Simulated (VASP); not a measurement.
# Ge (P6_3/mmc) in VASP: notebook, part 2 of 2

VASP 6.6.1.

### Step 9. Equation of state, PBEsol, 21.46 Å³/atom (volume scaled by 0.94)

Contents of INCAR:

```
SYSTEM = Ge
ALGO     = Normal         ! electronic algorithm
EDIFF    = 1E-7           ! SCF threshold, eV
ENCUT    = 520            ! plane-wave cutoff, eV
GGA      = PS             ! functional
ISIF     = 2              ! what is computed and relaxed
ISMEAR   = -1             ! smearing method
LASPH    = .TRUE.         ! aspherical terms in the spheres
LCHARG   = .FALSE.        ! write CHGCAR
LREAL    = .FALSE.        ! projectors in reciprocal space
LWAVE    = .FALSE.        ! write WAVECAR
NBANDS   = 36             ! bands
NELM     = 60             ! most SCF steps
PREC     = Accurate       ! precision mode
SIGMA    = 0.05           ! smearing width, eV
```

Contents of KPOINTS:

```
k-points
0
G
  8 8 4
  0 0 0
```

Contents of POSCAR:

```
Ge
1.0
    3.9159795603      0.0000000000      0.0000000000
   -1.9579897802      3.3913377800      0.0000000000
    0.0000000000      0.0000000000      6.4646589660
Ge
4
Direct
    0.3333333333      0.6666666667      0.9370987500
    0.6666666667      0.3333333333      0.4370987500
    0.3333333333      0.6666666667      0.5629012500
    0.6666666667      0.3333333333      0.0629012500
```

Potentials or basis: VASP PAW PBE potentials, release 64 (Ge_d).

Started as:

```bash
cat potpaw_PBE.64/Ge_d/POTCAR > POTCAR
mpirun -np 1 vasp_std > vasp.out
```

Wall time 36 s (1 thread of Intel Xeon 6975P-C (Granite Rapids), shared host); peak memory 0.22 GiB.

The run converged. Its results:

```yaml
Free_energy: -19.6033 eV
Pressure: 4.7 GPa
Largest_force: 0.024 eV/Å
Band_gap_on_the_k_mesh: none (metal or under the smearing width)
```

Caveat: the PAW data sets were made with another functional, which shifts forces and pressure a little.

### Step 10. Equation of state, PBEsol, 21.92 Å³/atom (volume scaled by 0.96)

INCAR is that of step 9.

KPOINTS is that of step 9.

Contents of POSCAR:

```
Ge
1.0
    3.9435577898      0.0000000000      0.0000000000
   -1.9717788949      3.4152212273      0.0000000000
    0.0000000000      0.0000000000      6.5101862333
Ge
4
Direct
    0.3333333333      0.6666666667      0.9370987500
    0.6666666667      0.3333333333      0.4370987500
    0.3333333333      0.6666666667      0.5629012500
    0.6666666667      0.3333333333      0.0629012500
```

Started as:

```bash
cat potpaw_PBE.64/Ge_d/POTCAR > POTCAR
mpirun -np 1 vasp_std > vasp.out
```

It took 37 s on 1 thread of Intel Xeon 6975P-C (Granite Rapids), shared host; peak memory 0.22 GiB.

The run converged. Its results:

```yaml
Free_energy: -19.6466 eV
Pressure: 2.9 GPa
Largest_force: 0.015 eV/Å
Band_gap_on_the_k_mesh: none (metal or under the smearing width)
```

Caveat: the PAW data sets were made with another functional, which shifts forces and pressure a little.

### Step 11. Equation of state, PBEsol, 22.38 Å³/atom (volume scaled by 0.98)

INCAR is that of step 10.

KPOINTS is that of step 10.

Contents of POSCAR:

```
Ge
1.0
    3.9707555995      0.0000000000      0.0000000000
   -1.9853777998      3.4387752215      0.0000000000
    0.0000000000      0.0000000000      6.5550854883
Ge
4
Direct
    0.3333333333      0.6666666667      0.9370987500
    0.6666666667      0.3333333333      0.4370987500
    0.3333333333      0.6666666667      0.5629012500
    0.6666666667      0.3333333333      0.0629012500
```

Started as:

```bash
cat potpaw_PBE.64/Ge_d/POTCAR > POTCAR
mpirun -np 1 vasp_std > vasp.out
```

Run time: 39 s. Hardware: 1 thread of Intel Xeon 6975P-C (Granite Rapids), shared host; peak memory 0.23 GiB.

Results (log left out):

| Property | Result |
| --- | --- |
| Free energy | -19.6706 eV |
| Pressure | 1.3 GPa |
| Largest force | 0.007 eV/Å |
| Band gap on the k mesh | none (metal or under the smearing width) |

Caveat: the PAW data sets were made with another functional, which shifts forces and pressure a little.

### Step 12. Equation of state, PBEsol, 23.29 Å³/atom (volume scaled by 1.02)

INCAR is that of step 11.

KPOINTS is that of step 11.

Contents of POSCAR:

```
Ge
1.0
    4.0240606931      0.0000000000      0.0000000000
   -2.0120303466      3.4849387866      0.0000000000
    0.0000000000      0.0000000000      6.6430837134
Ge
4
Direct
    0.3333333333      0.6666666667      0.9370987500
    0.6666666667      0.3333333333      0.4370987500
    0.3333333333      0.6666666667      0.5629012500
    0.6666666667      0.3333333333      0.0629012500
```

Potentials or basis: VASP PAW PBE potentials, release 64 (Ge_d).

Started as:

```bash
cat potpaw_PBE.64/Ge_d/POTCAR > POTCAR
mpirun -np 1 vasp_std > vasp.out
```

Wall time 40 s (1 thread of Intel Xeon 6975P-C (Granite Rapids), shared host); peak memory 0.23 GiB.

Results (log left out):

```yaml
Free_energy: -19.6696 eV
Pressure: -1.3 GPa
Band_gap_on_the_k_mesh: 0.17 eV, indirect (least direct gap 0.25 eV)
```

Caveat: the PAW data sets were made with another functional, which shifts forces and pressure a little.

### Step 13. Equation of state, PBEsol, 23.75 Å³/atom (volume scaled by 1.04)

INCAR is that of step 12.

KPOINTS is that of step 12.

Contents of POSCAR:

```
Ge
1.0
    4.0501916895      0.0000000000      0.0000000000
   -2.0250958448      3.5075688934      0.0000000000
    0.0000000000      0.0000000000      6.6862218294
Ge
4
Direct
    0.3333333333      0.6666666667      0.9370987500
    0.6666666667      0.3333333333      0.4370987500
    0.3333333333      0.6666666667      0.5629012500
    0.6666666667      0.3333333333      0.0629012500
```

Started as:

```bash
cat potpaw_PBE.64/Ge_d/POTCAR > POTCAR
mpirun -np 1 vasp_std > vasp.out
```

Run time: 40 s. Hardware: 1 thread of Intel Xeon 6975P-C (Granite Rapids), shared host; peak memory 0.23 GiB.

It converged, with:

```
Free energy            : -19.6481 eV
Pressure               : -2.5 GPa
Largest force          : 0.009 eV/Å
Band gap on the k mesh : 0.11 eV, indirect (least direct gap 0.19 eV)
```

Caveat: the PAW data sets were made with another functional, which shifts forces and pressure a little.

### Step 14. Equation of state, PBEsol, 24.20 Å³/atom (volume scaled by 1.06)

INCAR is that of step 13.

KPOINTS is that of step 13.

Contents of POSCAR:

```
Ge
1.0
    4.0759897844      0.0000000000      0.0000000000
   -2.0379948922      3.5299106989      0.0000000000
    0.0000000000      0.0000000000      6.7288103778
Ge
4
Direct
    0.3333333333      0.6666666667      0.9370987500
    0.6666666667      0.3333333333      0.4370987500
    0.3333333333      0.6666666667      0.5629012500
    0.6666666667      0.3333333333      0.0629012500
```

Started as:

```bash
cat potpaw_PBE.64/Ge_d/POTCAR > POTCAR
mpirun -np 1 vasp_std > vasp.out
```

Run time: 40 s. Hardware: 1 thread of Intel Xeon 6975P-C (Granite Rapids), shared host; peak memory 0.23 GiB.

Results (log left out):

```
Free energy            : -19.6143 eV
Pressure               : -3.5 GPa
Largest force          : 0.019 eV/Å
Band gap on the k mesh : 0.06 eV, indirect (least direct gap 0.14 eV)
```

Caveat: the PAW data sets were made with another functional, which shifts forces and pressure a little.

### Step 15. Equation of state, PBEsol

Potentials or basis: VASP PAW PBE potentials, release 64 (Ge_d).

This step only gathers the single runs of the series.

What came out:

```
Equilibrium volume                        : 22.81 Å³/atom
Bulk modulus at fixed shape and positions : 67 GPa
Pressure derivative of the bulk modulus   : 4.7 (rough: it moves with the points fitted)
```

Energy against volume, from the lowest point:
```
volume (Å³/atom)  energy (meV/atom)
          21.463              18.57
          21.920               7.74
          22.377               1.75
          22.833               0.00
          23.290               1.98
          23.747               7.37
          24.203              15.81
```

Caveat: the cell was scaled at fixed shape and fractional positions, which overstates the stiffness of a crystal with free parameters, most of all of layers and chains; the PAW data sets were made with another functional, which shifts forces and pressure a little.
